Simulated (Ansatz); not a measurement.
# SrTiO3: computed DOS

```cif
data_structure
_symmetry_space_group_name_H-M 'P 1'
_symmetry_Int_Tables_number 1
_cell_length_a 3.9050
_cell_length_b 3.9050
_cell_length_c 3.9050
_cell_angle_alpha 90.000
_cell_angle_beta 90.000
_cell_angle_gamma 90.000
_cell_volume 59.55
loop_
_atom_site_label
_atom_site_type_symbol
_atom_site_fract_x
_atom_site_fract_y
_atom_site_fract_z
_atom_site_occupancy
Sr1 Sr 0.00000 0.00000 0.00000 1
Ti1 Ti 0.50000 0.50000 0.50000 1
O1 O 0.00000 0.50000 0.50000 1
O2 O 0.50000 0.00000 0.50000 1
O3 O 0.50000 0.50000 0.00000 1
```

The runs use the primitive cell with vectors (3.905, 0.000, 0.000), (0.000, 3.905, 0.000), (0.000, 0.000, 3.905) Å, to which the k mesh refers.

The cell is COD entry 7212245, as deposited and not checked against the literature; nothing was relaxed.

The calculation used DFT, PBE, all-electron LAPW, scalar-relativistic in Ansatz 0.2.0.

The runs use a Γ-centred 7×7×7 k mesh, Fermi–Dirac smearing of 0.05 eV, basis error target 1 meV/atom, no spin polarisation.

States per eV and cell, averaged over 0.6 eV, from -4.7 to 4.7 eV, with energies (bin centres) from the valence-band top; empty bins are left out. The partial columns, the largest 4 alone, are projections on Löwdin-orthogonalised atomic shells (those that the program's projection atoms carry: the occupied ones and, for some elements, an empty d or f shell; other empty shells have no column), summed over atoms of an element. Weights on diffuse s and p shells depend on that basis and aren't pure angular character.

| E (eV) | total | O 2p | Ti 3d | Sr 5s | O 2s |
| --- | --- | --- | --- | --- | --- |
| -4.5 | 2.38 | 1.74 | 0.42 | 0.04 | 0.01 |
| -3.9 | 4.13 | 2.96 | 0.93 | 0.09 | 0.02 |
| -3.3 | 5.67 | 4.41 | 0.96 | 0.04 | 0.03 |
| -2.7 | 4.31 | 3.55 | 0.57 | 0.01 | 0.02 |
| -2.1 | 2.70 | 2.31 | 0.23 | 0.03 | 0.03 |
| -1.5 | 3.40 | 3.11 | 0.13 | 0.03 | 0.03 |
| -0.9 | 5.50 | 5.14 | 0.18 | 0.01 | 0.03 |
| -0.3 | 1.91 | 1.87 | 0.01 | 0.00 | 0.00 |
| 2.1 | 0.63 | 0.04 | 0.58 | 0.00 | 0.00 |
| 2.7 | 1.56 | 0.20 | 1.32 | 0.00 | 0.00 |
| 3.3 | 2.95 | 0.54 | 2.30 | 0.02 | 0.00 |
| 3.9 | 4.51 | 0.91 | 3.35 | 0.08 | 0.00 |
| 4.5 | 0.88 | 0.10 | 0.67 | 0.01 | 0.06 |

(1) Which of the resolved shells contributes most in the top eV of the valence band?

(2) Where is the centre of the filled Ti 3d states between -13 eV and the top of the filled states?

Results:

(1) O 2p, with 95 % of all states there; Ti 3d follows with 2 %.

(2) -3.19 eV from the valence-band top.
